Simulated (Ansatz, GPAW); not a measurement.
This is a calculation of Pt for GPAW 26.7.0 (ASE script). 

run.py

```python
from ase.dft.bandgap import bandgap
from ase.io import read, write
from ase.units import GPa
from gpaw import GPAW, PW

atoms = read('POSCAR')

calc = GPAW(mode=PW(600),
            xc='PBE',
            kpts={'size': (12, 12, 12), 'gamma': True},
            occupations={'name': 'methfessel-paxton', 'order': 0, 'width': 0.027000000000000003},
            nbands=17,
            convergence={'density': 1e-05, 'energy': 1e-05},
            maxiter=150,
            txt='gpaw.txt')
atoms.calc = calc
energy = atoms.get_potential_energy()
forces = atoms.get_forces()
stress = atoms.get_stress()
calc.write('gs.gpw')
write('result.traj', atoms)
print(f'Energy: {energy:.6f} eV')
print('Forces (eV/A):')
print(forces.round(4))
print('Stress (GPa):', (stress / GPa).round(3))
print('Fermi level:', round(calc.get_fermi_level(), 4), 'eV')
print(f'Gap: {bandgap(calc)[0]:.4f} eV, direct: {bandgap(calc, direct=True)[0]:.4f} eV')
```

Contents of POSCAR:

```
Pt
1.0
    0.0000000000      1.9609000000      1.9609000000
    1.9609000000      0.0000000000      1.9609000000
    1.9609000000      1.9609000000      0.0000000000
Pt
1
Direct
    0.0000000000      0.0000000000      0.0000000000
```

Potentials or basis: GPAW PAW data sets (gpaw-data 1.2.1), pw.

Run with:

```console
$ OMP_NUM_THREADS=1 python run.py
```

Translate it to Ansatz 0.2.0. Potentials or basis there: all-electron LAPW, scalar-relativistic.

As run (cutoffs and basis follow the program's own potentials, and thresholds, step limits or extra output files can differ):

The input input.yaml:

```yaml
crystal:
  lattice:
    - [0.0, 1.9609, 1.9609]
    - [1.9609, 0.0, 1.9609]
    - [1.9609, 1.9609, 0.0]
  atoms:
    - { symbol: Pt, position: [0.0, 0.0, 0.0] }
kpoints:
  mp_grid: { grid: [12, 12, 12] }
scf:
  occupations: { method: gaussian, width: 0.027 }
hamiltonian:
  xc: pbe
  pseudopotentials: { kind: all_electron, lapw: { basis_error: 0.001 } }
output:
  forces: true
  stress: true
  eigenvalues: true
```

Potentials or basis: all-electron LAPW, scalar-relativistic.

Run with:

```bash
$ ansatz run input.yaml --threads 1 --pin off --max-ram 3072MiB --backend cpu --events-out ev --progress --plain --runs-dir out
```

Both were run:

|  | GPAW | Ansatz |
| --- | --- | --- |
| Pressure | 9.7 GPa | 10.2 GPa |

Where Ansatz's input types no cutoff or centring, it takes its own default and a Γ-centred mesh.

The two runs disagree by more than potentials and bases usually give (in gap, levels, pressure or energy); the cause wasn't traced.

Pressure is positive in compression.
